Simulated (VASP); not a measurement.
# Si (Fd-3m) in VASP: Born charges and dielectric tensor with RPBE

Aim: the Born charges and dielectric tensor of Si with RPBE.

All numbers are computed with VASP 6.6.1; they aren't measurements. Logs are shortened: lines on timing, memory, paths and dates and some standing lists are left out, and cuts for length are marked.

## Step 1: The crystal as given

The structure is cubic, space group Fd-3m (No. 227). Conventional cell: a = 5.497 Å, b = 5.497 Å, c = 5.497 Å, α = 90.00°, β = 90.00°, γ = 90.00°. Si (site symmetry -43m) is surrounded by 4 Si at 2.38 Å.

## Step 2: Born charges and dielectric tensor, RPBE

The input, INCAR:

```
PREC     = Accurate       # precision mode
ENCUT    = 600            # plane-wave cutoff, eV
EDIFF    = 1E-8           # SCF threshold, eV
ISMEAR   = 0              # smearing method
SIGMA    = 0.02           # smearing width, eV
LREAL    = F              # projectors in reciprocal space
LASPH    = T              # aspherical terms in the spheres
NELM     = 80             # most SCF steps
ALGO     = Normal         # electronic algorithm
ISIF     = 2              # what is computed and relaxed
LWAVE    = F              # write WAVECAR
LCHARG   = F              # write CHGCAR
GGA      = RP             # functional
LEPSILON = T              # dielectric tensor by DFPT
IBRION   = 8              # ionic algorithm
NSW      = 1              # ionic steps
```

The input, KPOINTS:

```
regular mesh
0
Gamma
  14 14 14
```

The input, POSCAR:

```
Si
1.0
    0.0000000000      2.7487400000      2.7487400000
    2.7487400000      0.0000000000      2.7487400000
    2.7487400000      2.7487400000      0.0000000000
Si
2
Direct
    0.5000000000      0.5000000000      0.5000000000
    0.7500000000      0.7500000000      0.7500000000
```

Potentials or basis: VASP PAW PBE potentials, release 64 (Si).

On the command line:

```
$ cat potpaw_PBE.64/Si/POTCAR > POTCAR
$ mpirun -np 1 vasp_std > vasp.out
```

OUTCAR:

```text
PREC = Accurate
   ENCUT = 600
   EDIFF = 1E-8
   ISMEAR = 0
   LREAL = F
   LASPH = T
   NELM = 80
   ISIF = 2
   GGA = RP
   LEPSILON = T
   IBRION = 8
   NSW = 1

 ion  position               nearest neighbor table
   1  0.500  0.500  0.500-   2 2.38   2 2.38   2 2.38   2 2.38
   2  0.750  0.750  0.750-   1 2.38   1 2.38   1 2.38   1 2.38

  LATTYP: Found a face centered cubic cell.
 ALAT       =     5.4974800000

  Lattice vectors:

 A1 = (   0.0000000000,   2.7487400000,   2.7487400000)
 A2 = (   2.7487400000,   0.0000000000,   2.7487400000)
 A3 = (   2.7487400000,   2.7487400000,   0.0000000000)

Analysis of symmetry for initial positions (statically):
=====================================================================
 Subroutine PRICEL returns:
 Original cell was already a primitive cell.

 Routine SETGRP: Setting up the symmetry group for a
 face centered cubic supercell.

 Subroutine GETGRP returns: Found 48 space group operations
 (whereof 24 operations were pure point group operations)
 out of a pool of 48 trial point group operations.

The static configuration has the point symmetry T_d .
 The point group associated with its full space group is O_h .

Analysis of symmetry for dynamics (positions and initial velocities):
=====================================================================
 Subroutine PRICEL returns:
 Original cell was already a primitive cell.

 Routine SETGRP: Setting up the symmetry group for a
 face centered cubic supercell.

 Subroutine GETGRP returns: Found 48 space group operations
 (whereof 24 operations were pure point group operations)
 out of a pool of 48 trial point group operations.

The dynamic configuration has the point symmetry T_d .
 The point group associated with its full space group is O_h .

 Subroutine INISYM returns: Found 48 space group operations
 (whereof 24 operations are pure point group operations),
 and found     1 'primitive' translations

----------------------------------------------------------------------------------------

                                     Primitive cell

  volume of cell :      41.5366

  direct lattice vectors                    reciprocal lattice vectors
     0.000000000  2.748740000  2.748740000    -0.181901526  0.181901526  0.181901526
     2.748740000  0.000000000  2.748740000     0.181901526 -0.181901526  0.181901526
     2.748740000  2.748740000  0.000000000     0.181901526  0.181901526 -0.181901526

  length of vectors
     3.887305387  3.887305387  3.887305387     0.315062685  0.315062685  0.315062685

  position of ions in fractional coordinates (direct lattice)
     0.500000000  0.500000000  0.500000000
     0.750000000  0.750000000  0.750000000

  ion indices of the primitive-cell ions
   primitive index   ion index
                 1           1
                 2           2

----------------------------------------------------------------------------------------

 KPOINTS: regular mesh

Automatic generation of k-mesh.
 Grid dimensions read from file:
 generate k-points for:   14   14   14

 Generating k-lattice:

  Cartesian coordinates                     Fractional coordinates (reciprocal lattice)
    -0.012992966  0.012992966  0.012992966     0.071428571  0.000000000  0.000000000
     0.012992966 -0.012992966  0.012992966     0.000000000  0.071428571  0.000000000
     0.012992966  0.012992966 -0.012992966     0.000000000  0.000000000  0.071428571

  Length of vectors
     0.022504477  0.022504477  0.022504477

  Shift w.r.t. Gamma in fractional coordinates (k-lattice)
[... 377 lines left out ...]
  energy-cutoff  :      600.00
  volume of cell :       41.54
      direct lattice vectors                 reciprocal lattice vectors
     0.000000000  2.748740000  2.748740000    -0.181901526  0.181901526  0.181901526
     2.748740000  0.000000000  2.748740000     0.181901526 -0.181901526  0.181901526
     2.748740000  2.748740000  0.000000000     0.181901526  0.181901526 -0.181901526

 POSITION                                       TOTAL-FORCE (eV/Angst)
 -----------------------------------------------------------------------------------
      2.74874      2.74874      2.74874         0.000000      0.000000      0.000000
      4.12311      4.12311      4.12311        -0.000000     -0.000000     -0.000000
 -----------------------------------------------------------------------------------
    total drift:                               -0.000000     -0.000000     -0.000000

  FREE ENERGIE OF THE ION-ELECTRON SYSTEM (eV)
  ---------------------------------------------------
  free  energy   TOTEN  =       -10.3258907010 eV

  energy  without entropy=      -10.3258907010  energy(sigma->0) =      -10.32589070

 HEAD OF MICROSCOPIC STATIC DIELECTRIC TENSOR (INDEPENDENT PARTICLE, excluding Hartree and local field effects)
 ------------------------------------------------------
          13.357368     0.000000    -0.000000
           0.000000    13.357368     0.000000
          -0.000000    -0.000000    13.357368
 ------------------------------------------------------

 Free energy of the ion-electron system (eV)
  ---------------------------------------------------
  ---------------------------------------------------
  free energy    TOTEN  =        -1.47771557 eV

  energy without entropy =       -1.47771557

------------------------ aborting loop because EDIFF is reached ----------------------------------------

--------------------------------------- Ionic step        2  -------------------------------------------

------------------------ aborting loop because EDIFF is reached ----------------------------------------

--------------------------------------- Ionic step        3  -------------------------------------------

------------------------ aborting loop because EDIFF is reached ----------------------------------------

 PIEZOELECTRIC TENSOR FIELD DIRECTION 3  (e Angst)
 -----------------------------------------------------------------------------
     0.00035  0.00000  0.00000           (  0.00000  0.00000  0.00000)
    -0.00000  0.00035  0.00000           (  0.00000  0.00000  0.00000)
     0.00000  0.00000 -0.00571           (  0.00000  0.00000  0.00000)

 PIEZOELECTRIC TENSOR FIELD DIRECTION 3  (C/m^2)
 -----------------------------------------------------------------------------
     0.00013  0.00000  0.00000
    -0.00000  0.00013  0.00000
     0.00000  0.00000 -0.00220

--------------------------------------- Ionic step        4  -------------------------------------------

 Free energy of the ion-electron system (eV)
  ---------------------------------------------------
  ---------------------------------------------------
  free energy    TOTEN  =        -0.01723361 eV

  energy without entropy =       -0.01723361

------------------------ aborting loop because EDIFF is reached ----------------------------------------

 INTERNAL STRAIN TENSOR  FOR ION    1  DIRECTION 1   (eV/Angst):
 -----------------------------------------------------------------------------
    -0.00458  0.00000  0.00000
     0.00000  0.00294  8.37264
     0.00000  8.37264  0.00294

 MACROSCOPIC STATIC DIELECTRIC TENSOR (including local field effects in DFT)
 ------------------------------------------------------
          12.842197    -0.000000    -0.000000
          -0.000000    12.842197     0.000000
          -0.000000    -0.000000    12.842197
 ------------------------------------------------------

 PIEZOELECTRIC TENSOR (including local field effects)  for field in x, y, z        (e  Angst)
          XX          YY          ZZ          XY          YZ          ZX
  --------------------------------------------------------------------------------
  x     0.00000     0.00000    -0.00000     0.00000    -0.00000     0.00000
  y     0.00000    -0.00000    -0.00000     0.00000    -0.00000     0.00000
  z     0.00000     0.00000     0.00000    -0.00000     0.00000     0.00000

 PIEZOELECTRIC TENSOR (including local field effects)  for field in x, y, z        (C/m^2)
          XX          YY          ZZ          XY          YZ          ZX
  --------------------------------------------------------------------------------
  x     0.00000     0.00000    -0.00000     0.00000    -0.00000     0.00000
  y     0.00000    -0.00000    -0.00000     0.00000    -0.00000     0.00000
  z     0.00000     0.00000     0.00000    -0.00000     0.00000     0.00000

 BORN EFFECTIVE CHARGES (including local field effects) (in |e|, cummulative output)
 ---------------------------------------------------------------------------------
 ion    1
    1    -0.00000     0.00000     0.00000
    2     0.00000    -0.00000     0.00000
    3     0.00000    -0.00000    -0.00000
 ion    2
    1     0.00000     0.00000     0.00000
    2     0.00000     0.00000     0.00000
    3    -0.00000     0.00000     0.00000

 INTERNAL STRAIN TENSOR FOR ION    2 for displacements in x,y,z  (eV/Angst):
          X           Y           Z          XY          YZ          ZX
  --------------------------------------------------------------------------------
  x    -0.00000     0.00000     0.00000     0.00000    -8.37264     0.00000
  y     0.00000     0.00000     0.00000     0.00000     0.00000    -8.37264
  z     0.00000     0.00000    -0.00000    -8.37264     0.00000     0.00000

 SECOND DERIVATIVES (NOT SYMMETRIZED)
 ------------------------------------
               1X          1Y          1Z          2X          2Y          2Z
  1X   -12.838280    0.000000    0.000000   12.838280    0.000000    0.000000
  1Y     0.000000  -12.838280    0.000000    0.000000   12.838280    0.000000
  1Z     0.000000    0.000000  -12.838280    0.000000    0.000000   12.838280
  2X    12.838280    0.000000    0.000000  -12.838280    0.000000    0.000000
  2Y     0.000000   12.838280    0.000000    0.000000  -12.838280    0.000000
  2Z     0.000000    0.000000   12.838280    0.000000    0.000000  -12.838280

 Eigenvectors and eigenvalues of the dynamical matrix
 ----------------------------------------------------

   1 f  =   14.947960 THz    93.920804 2PiTHz  498.610285 cm-1    61.819769 meV
             X         Y         Z           dx          dy          dz
      2.748740  2.748740  2.748740     0.000000   -0.707107    0.000000
      4.123110  4.123110  4.123110     0.000000    0.707107    0.000000
[... 21 lines left out ...]
   6 f  =    0.000000 THz     0.000000 2PiTHz    0.000000 cm-1     0.000000 meV
             X         Y         Z           dx          dy          dz
      2.748740  2.748740  2.748740     0.000000    0.000000    0.707107
      4.123110  4.123110  4.123110     0.000000    0.000000    0.707107

--------------------------------------------------------------------------------------------------------

 MACROSCOPIC STATIC DIELECTRIC TENSOR IONIC CONTRIBUTION
 ------------------------------------------------------
           0.000000    -0.000000    -0.000000
          -0.000000     0.000000     0.000000
          -0.000000     0.000000     0.000000
 ------------------------------------------------------

 ELASTIC MODULI CONTR FROM IONIC RELAXATION (kBar)
 Direction    XX          YY          ZZ          XY          YZ          ZX
 --------------------------------------------------------------------------------
 XX          -0.0000     -0.0000     -0.0000     -0.0000     -0.0000      0.0000
 YY          -0.0000     -0.0000     -0.0000     -0.0000     -0.0000      0.0000
 ZZ          -0.0000     -0.0000     -0.0000     -0.0000     -0.0000      0.0000
 XY          -0.0000     -0.0000     -0.0000   -210.6192     -0.0000      0.0000
 YZ          -0.0000     -0.0000     -0.0000     -0.0000   -210.6192      0.0000
 ZX           0.0000      0.0000      0.0000      0.0000      0.0000   -210.6192
 --------------------------------------------------------------------------------

 PIEZOELECTRIC TENSOR IONIC CONTR  for field in x, y, z        (C/m^2)
          XX          YY          ZZ          XY          YZ          ZX
  --------------------------------------------------------------------------------
  x    -0.00000    -0.00000    -0.00000    -0.00000    -0.00000     0.00000
  y     0.00000     0.00000     0.00000     0.00000     0.00000    -0.00000
  z     0.00000     0.00000    -0.00000    -0.00000     0.00000    -0.00000
```

It took 4.9 min on 1 thread of Intel Xeon 6975P-C (Granite Rapids), shared host; peak memory 0.49 GiB.

Results:

* Band gap on the k mesh: 0.70 eV, indirect (least direct gap 2.56 eV)
* Electronic dielectric tensor (diagonal): 12.84
* Born charges (mean of the diagonal): Si +0.00 e
* Highest phonon frequency at Γ: 499 cm⁻¹

Phonon frequencies in cm⁻¹ (negative: imaginary):
```tsv
q point	frequencies
(0.000, 0.000, 0.000)	0 0 0 499 499 499
```

Electronic dielectric tensor:
```
12.84  0.00  0.00
 0.00 12.84  0.00
 0.00  0.00 12.84
```

Born effective charge tensors (e):
atom 1, Si
```
0.00 0.00 0.00
0.00 0.00 0.00
0.00 0.00 0.00
```
atom 2, Si
```
0.00 0.00 0.00
0.00 0.00 0.00
0.00 0.00 0.00
```

Caveat: the gap is small at this level, which inflates the dielectric constant. A k mesh can miss the band edges.
